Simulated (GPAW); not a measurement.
Entries from a set of simulations; values are calculated unless marked as measured.

```
! title: A GW chain in GPAW: SiC (P6_3mc)
! method: DFT, PBE, plane waves, PAW (and 1 further level or step)
! program: GPAW 26.7.0
! settings of one run: cutoff 600 eV, GPAW PAW setups 1.2.1 data release, 3×3×1 k-mesh, nbands 157
! cost: 4 runs, 3.7 min in all on 4 MPI ranks of Arm Neoverse V2, shared host (the runs of this entry)
! notes: The cell and positions are those that the Materials Project relaxed with its own functionals (PBE, PBE+U or r2SCAN), kept fixed. Only 2 of the mesh’s irreducible points were corrected, so a valley elsewhere could overtake. Bands and cutoff are finite, so the gap is not at the basis limit. The miss can reach some tenths of an eV and take either sign; the mesh is an error of its own. The 3×3×1 mesh is coarse for this cell, which bears on the long-range parts of exchange and screening.
! PBE gap: 2.01 eV, indirect
! G0W0 gap on the mesh: 3.49 eV
! G0W0 gap over the zone (rigid shift): 2.68 eV
! GW settings: 3×3×1 mesh, 147 bands, screening to 65 eV, Godby-Needs plasmon pole
! known limits: not at the basis limit; coarse k mesh
CELL_PARAMETERS angstrom
3.07662 0.00000 0.00000
-1.53831 2.66443 0.00000
0.00000 0.00000 15.09808
ATOMIC_POSITIONS crystal
Si 0.33333 0.66667 0.83299
Si 0.66667 0.33333 0.33299
Si 0.66667 0.33333 0.66650
Si 0.33333 0.66667 0.16650
Si 0.00000 0.00000 0.49973
Si 0.00000 0.00000 0.99973
C 0.00000 0.00000 0.87437
C 0.00000 0.00000 0.37437
C 0.33333 0.66667 0.70800
C 0.66667 0.33333 0.20800
C 0.66667 0.33333 0.54152
C 0.33333 0.66667 0.04152
```

[Paths, hosts, dates, memory and timing lines, banners, echoed tables and standing remarks are left out of the program output.]

[Logs are printed without paths, hosts, clocks, repeated set-up lines and the standing remarks that a program may print on its own settings, such as how far it seeks lower states.]

[Runs of the session that timed out or met a known fault of the program may be left out.]

[Hosts, paths, dates, database ids (printed as entryN), source tags and the programs' standing remarks are cut or masked in the printed files.]
